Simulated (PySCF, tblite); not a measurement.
# isopentane (C₅H₁₂): a rotation path, then NMR shifts on frames, part 2 of 2

tblite 0.8.0 and PySCF 2.14.0. Atoms count from 0. Earlier steps stand in the parts before.

**5. Nuclear shieldings: image 4, PBE0/pcSseg-1**

Job settings and geometry (Å):

```
{"job": {"kind": "nmr", "xc": "PBE0", "basis": "pcSseg-1", "pop": false}, "charge": 0, "multiplicity": 1}
C      2.103900    -0.405500    -0.135900
C      0.802200    -0.150700     0.615400
C     -0.410900     0.070800    -0.313300
C     -1.493500    -0.980700    -0.077700
C     -1.005000     1.462200    -0.105200
H      2.309500     0.399900    -0.838200
H      2.056800    -1.339800    -0.690200
H      2.937600    -0.466400     0.561000
H      0.932000     0.726700     1.251000
H      0.607900    -0.998200     1.275100
H     -0.077100    -0.008700    -1.352900
H     -1.125700    -1.977800    -0.307700
H     -2.362700    -0.784100    -0.702700
H     -1.814700    -0.962700     0.961800
H     -1.324600     1.578100     0.928300
H     -0.273600     2.235400    -0.330400
H     -1.869100     1.613500    -0.748300
```

Method: GIAO PBE0/pcSseg-1 NMR shielding, non-relativistic, gas phase.

The program printed:

```text
coarse grid: 12872 points
cycle   1  E = -197.4015312334  dE =  2.112e-01  |g| = 4.265e-01  |ddm| = 3.280e+00
cycle   2  E = -197.3909977317  dE =  1.053e-02  |g| = 4.811e-01  |ddm| = 7.932e-01
cycle   3  E = -197.4524275366  dE = -6.143e-02  |g| = 2.589e-02  |ddm| = 4.291e-01
cycle   4  E = -197.4525145093  dE = -8.697e-05  |g| = 1.702e-02  |ddm| = 3.570e-02
cycle   5  E = -197.4525819597  dE = -6.745e-05  |g| = 2.273e-03  |ddm| = 1.456e-02
cycle   6  E = -197.4525831199  dE = -1.160e-06  |g| = 2.020e-04  |ddm| = 1.705e-03
final grid: 120504 points
cycle   7  E = -197.4837491666  dE = -4.427e-05  |g| = 8.826e-03  |ddm| = 2.831e-02
cycle   8  E = -197.4837429192  dE =  6.247e-06  |g| = 1.013e-02  |ddm| = 1.575e-02
cycle   9  E = -197.4837696525  dE = -2.673e-05  |g| = 4.409e-04  |ddm| = 8.625e-03
cycle  10  E = -197.4837696902  dE = -3.771e-08  |g| = 1.916e-04  |ddm| = 5.376e-04
cycle  11  E = -197.4837696988  dE = -8.557e-09  |g| = 2.248e-05  |ddm| = 1.469e-04
cycle  12  E = -197.4837696989  dE = -1.116e-10  |g| = 3.172e-06  |ddm| = 2.371e-05
converged SCF energy = -197.4837696989

GIAO shielding tensors (ppm)
atom      isotropic    diamagn.    paramagn.     s11        s22        s33       span
  0 C      170.107     246.645     -76.538    152.792    171.266    186.262     33.469
  1 C      151.579     247.863     -96.284    134.179    141.715    178.843     44.664
  2 C      153.182     245.673     -92.491    134.151    157.306    168.090     33.939
  3 C      159.965     247.807     -87.842    138.045    157.128    184.723     46.679
  4 C      159.540     247.996     -88.457    136.948    157.419    184.252     47.304
  5 H       30.786      30.400       0.386     26.500     29.450     36.409      9.909
  6 H       30.670      30.254       0.416     26.388     29.118     36.504     10.116
  7 H       30.674      28.701       1.974     25.873     27.722     38.428     12.555
  8 H       30.574      32.726      -2.152     25.854     31.261     34.608      8.754
  9 H       30.536      32.624      -2.088     25.991     31.066     34.553      8.562
 10 H       30.651      33.559      -2.908     27.675     29.414     34.865      7.190
 11 H       30.427      30.890      -0.464     26.052     28.546     36.682     10.630
 12 H       30.813      30.480       0.333     26.399     28.392     37.647     11.248
 13 H       30.960      31.170      -0.210     27.873     28.993     36.012      8.139
 14 H       30.955      31.226      -0.271     27.923     28.987     35.955      8.033
 15 H       30.451      30.965      -0.514     26.087     28.635     36.632     10.546
 16 H       30.822      30.545       0.277     26.426     28.338     37.702     11.275
```

Run time: 17 s. Hardware: 1 thread of Intel Xeon at 2.80GHz, shared host; peak memory 0.78 GiB.

In short: δ C1 35.3, C2 33.7, C4 27.4, C3 27.0, H11 1.29, H15 1.27 ppm.

**6. NMR shieldings: image 6, PBE0/pcSseg-1**

Job settings and geometry (Å):

```
{"job": {"kind": "nmr", "xc": "PBE0", "basis": "pcSseg-1", "pop": false}, "charge": 0, "multiplicity": 1}
C      2.114400    -0.181100    -0.112200
C      0.772200    -0.337100     0.592900
C     -0.431500    -0.053800    -0.322300
C     -1.617400    -0.943300     0.046000
C     -0.854300     1.410300    -0.230900
H      2.204100     0.800100    -0.572400
H      2.228600    -0.934100    -0.888900
H      2.931900    -0.300000     0.596000
H      0.732000     0.339000     1.449100
H      0.702400    -1.355200     0.980700
H     -0.145100    -0.274100    -1.356100
H     -1.378900    -1.993600    -0.104900
H     -2.482800    -0.697700    -0.566300
H     -1.886700    -0.798200     1.089600
H     -1.138600     1.650100     0.792000
H     -0.047500     2.076100    -0.527900
H     -1.709600     1.604500    -0.874300
```

With the program's defaults for keys left out, this is: GIAO PBE0/pcSseg-1 NMR shielding, non-relativistic, gas phase.

The program printed:

```text
coarse grid: 12872 points
cycle   1  E = -197.4034576964  dE =  2.155e-01  |g| = 4.276e-01  |ddm| = 3.287e+00
cycle   2  E = -197.3925311826  dE =  1.093e-02  |g| = 4.837e-01  |ddm| = 7.972e-01
cycle   3  E = -197.4545464908  dE = -6.202e-02  |g| = 2.693e-02  |ddm| = 4.323e-01
cycle   4  E = -197.4546459964  dE = -9.951e-05  |g| = 1.704e-02  |ddm| = 3.713e-02
cycle   5  E = -197.4547134068  dE = -6.741e-05  |g| = 2.381e-03  |ddm| = 1.452e-02
cycle   6  E = -197.4547146803  dE = -1.273e-06  |g| = 2.530e-04  |ddm| = 1.940e-03
final grid: 120504 points
cycle   7  E = -197.4862107014  dE = -4.422e-05  |g| = 8.879e-03  |ddm| = 3.042e-02
cycle   8  E = -197.4862042934  dE =  6.408e-06  |g| = 1.021e-02  |ddm| = 1.582e-02
cycle   9  E = -197.4862313846  dE = -2.709e-05  |g| = 4.584e-04  |ddm| = 8.698e-03
cycle  10  E = -197.4862314257  dE = -4.109e-08  |g| = 1.958e-04  |ddm| = 5.693e-04
cycle  11  E = -197.4862314346  dE = -8.929e-09  |g| = 2.489e-05  |ddm| = 1.535e-04
cycle  12  E = -197.4862314348  dE = -1.396e-10  |g| = 3.724e-06  |ddm| = 2.629e-05
converged SCF energy = -197.4862314348

GIAO shielding tensors (ppm)
atom      isotropic    diamagn.    paramagn.     s11        s22        s33       span
  0 C      171.086     246.549     -75.463    155.323    171.339    186.597     31.274
  1 C      151.325     248.237     -96.912    137.518    141.025    175.432     37.914
  2 C      153.265     246.036     -92.771    137.718    156.374    165.703     27.985
  3 C      159.558     247.689     -88.131    136.514    156.574    185.586     49.072
  4 C      161.936     248.154     -86.218    141.722    157.882    186.203     44.481
  5 H       30.688      30.504       0.184     26.075     29.950     36.041      9.966
  6 H       30.815      30.176       0.639     26.562     28.842     37.041     10.479
  7 H       30.635      28.676       1.959     25.861     27.749     38.294     12.434
  8 H       30.738      32.676      -1.938     26.937     30.553     34.723      7.786
  9 H       30.409      32.636      -2.227     25.145     31.124     34.958      9.813
 10 H       30.628      33.515      -2.887     27.360     29.517     35.006      7.646
 11 H       30.585      30.758      -0.173     26.265     28.378     37.113     10.849
 12 H       30.764      30.380       0.384     26.288     28.467     37.536     11.248
 13 H       30.919      31.005      -0.086     27.851     28.930     35.976      8.125
 14 H       31.178      31.351      -0.172     28.056     29.039     36.440      8.385
 15 H       30.318      31.131      -0.813     25.617     28.981     36.355     10.738
 16 H       30.754      30.648       0.106     26.465     28.236     37.562     11.097
```

Run time: 15 s. Hardware: 1 thread of Intel Xeon at 2.80GHz, shared host; peak memory 0.78 GiB.

In short: δ C1 35.6, C2 33.7, C3 27.4, C4 25.0, H15 1.40, H9 1.31 ppm.

**7. Shielding tensors: image 8, PBE0/pcSseg-1**

Job settings and geometry (Å):

```
{"job": {"kind": "nmr", "xc": "PBE0", "basis": "pcSseg-1", "pop": false}, "charge": 0, "multiplicity": 1}
C      2.076400     0.021200    -0.025800
C      0.756900    -0.502800     0.529700
C     -0.455700    -0.157300    -0.341800
C     -1.692400    -0.891900     0.174000
C     -0.719200     1.346300    -0.380200
H      2.100100     1.107800    -0.026000
H      2.224800    -0.327400    -1.046100
H      2.906900    -0.333600     0.580900
H      0.601500    -0.104100     1.535200
H      0.822100    -1.590500     0.613700
H     -0.252600    -0.498300    -1.363700
H     -1.525600    -1.966900     0.184800
H     -2.552500    -0.686400    -0.459000
H     -1.928400    -0.572500     1.187000
H     -0.877400     1.731000     0.625400
H      0.115800     1.879500    -0.826700
H     -1.607700     1.557900    -0.971500
```

Method: GIAO PBE0/pcSseg-1 NMR shielding, non-relativistic, gas phase.

The program printed:

```text
coarse grid: 12872 points
cycle   1  E = -197.4057440631  dE =  2.167e-01  |g| = 4.288e-01  |ddm| = 3.294e+00
cycle   2  E = -197.3943140243  dE =  1.143e-02  |g| = 4.868e-01  |ddm| = 8.023e-01
cycle   3  E = -197.4570016815  dE = -6.269e-02  |g| = 2.865e-02  |ddm| = 4.362e-01
cycle   4  E = -197.4571242610  dE = -1.226e-04  |g| = 1.688e-02  |ddm| = 3.909e-02
cycle   5  E = -197.4571899194  dE = -6.566e-05  |g| = 2.655e-03  |ddm| = 1.432e-02
cycle   6  E = -197.4571915112  dE = -1.592e-06  |g| = 3.264e-04  |ddm| = 2.413e-03
final grid: 120504 points
cycle   7  E = -197.4886210737  dE = -4.281e-05  |g| = 9.054e-03  |ddm| = 2.690e-02
cycle   8  E = -197.4886141722  dE =  6.902e-06  |g| = 1.045e-02  |ddm| = 1.619e-02
cycle   9  E = -197.4886425085  dE = -2.834e-05  |g| = 4.838e-04  |ddm| = 8.914e-03
cycle  10  E = -197.4886425553  dE = -4.677e-08  |g| = 1.931e-04  |ddm| = 5.937e-04
cycle  11  E = -197.4886425639  dE = -8.598e-09  |g| = 2.564e-05  |ddm| = 1.419e-04
cycle  12  E = -197.4886425640  dE = -1.483e-10  |g| = 4.534e-06  |ddm| = 2.975e-05
converged SCF energy = -197.4886425640

GIAO shielding tensors (ppm)
atom      isotropic    diamagn.    paramagn.     s11        s22        s33       span
  0 C      171.818     246.765     -74.946    158.315    170.348    186.791     28.476
  1 C      151.101     248.480     -97.379    139.236    142.864    171.202     31.966
  2 C      152.450     246.437     -93.987    141.380    154.274    161.696     20.316
  3 C      159.949     247.358     -87.409    139.492    152.695    187.661     48.169
  4 C      164.931     248.508     -83.577    148.540    159.599    186.654     38.115
  5 H       30.525      30.631      -0.105     25.693     30.110     35.773     10.080
  6 H       30.989      30.302       0.687     26.821     28.919     37.227     10.407
  7 H       30.536      28.677       1.859     25.838     27.774     37.995     12.156
  8 H       30.836      32.588      -1.752     26.992     30.466     35.052      8.060
  9 H       30.258      32.429      -2.171     24.880     30.465     35.428     10.548
 10 H       30.493      33.281      -2.788     27.330     28.810     35.340      8.010
 11 H       30.623      30.512       0.111     26.310     28.372     37.188     10.878
 12 H       30.607      30.154       0.453     26.274     28.156     37.391     11.116
 13 H       30.975      30.800       0.175     27.830     28.952     36.144      8.314
 14 H       31.371      31.454      -0.083     28.284     28.887     36.943      8.659
 15 H       30.272      31.505      -1.233     25.115     29.562     36.139     11.024
 16 H       30.723      30.746      -0.023     26.501     28.347     37.322     10.821
```

Run time: 14 s. Hardware: 1 thread of Intel Xeon at 2.80GHz, shared host; peak memory 0.78 GiB.

This run: δ C1 35.8, C2 34.5, C3 27.0, C4 22.0, H9 1.46, H15 1.45 ppm.

**8. Comparing the runs: NMR shifts**

Shifts (ppm) of some atoms, chosen among heavy atoms and hydrogens apart, with basis size and wall time:

```csv
frame,C1,C2,C4,C3,C0,H8,H9,functions,time
image 0,35.9,34.3,27.1,22.3,15.1,1.47,0.87,145,16 s
image 2,35.9,34.5,28.0,24.8,16.4,1.28,1.04,145,17 s
image 4,35.3,33.7,27.4,27.0,16.8,1.14,1.18,145,17 s
image 6,35.6,33.7,25.0,27.4,15.8,0.98,1.31,145,15 s
image 8,35.8,34.5,22.0,27.0,15.1,0.88,1.46,145,14 s
```

**9. Summary of results**

The summary covers parts 1 to 2.

```
                                       quantity                                                                       value
                                        barrier                                          0.086 eV (2.0 kcal/mol) at image 4
                          end to end (GFN2-xTB)                                                                    0.000 eV
¹³C shifts against TMS (PBE0/pcSseg-1, image 0)                                            35.9, 34.3, 27.1, 22.3, 15.1 ppm
 ¹H shifts against TMS (PBE0/pcSseg-1, image 0)  1.47, 1.46, 1.22, 1.19, 1.18, 1.11, 1.10, 0.99, 0.87, 0.75, 0.73, 0.36 ppm
                       range of the shift of C4                                                            22.0 to 28.0 ppm
```

What this shows: Along the band the dihedral turns by 105°, and the top (dihedral -119°) lies 2.0 kcal/mol above the start (GFN2-xTB, rough), so at room temperature this motion is fast. The top was not checked by a frequency run. Shifts at one fixed geometry are not the observed spectrum, which averages over the motion. In the first frame run (image 0): The largest span, 48 ppm, is at C4, where the paramagnetic term is -88 ppm. In ppm, C4 moves most: its shift spreads over 6.0 ppm, from 22.0 (image 8) to 28.0 (image 2).
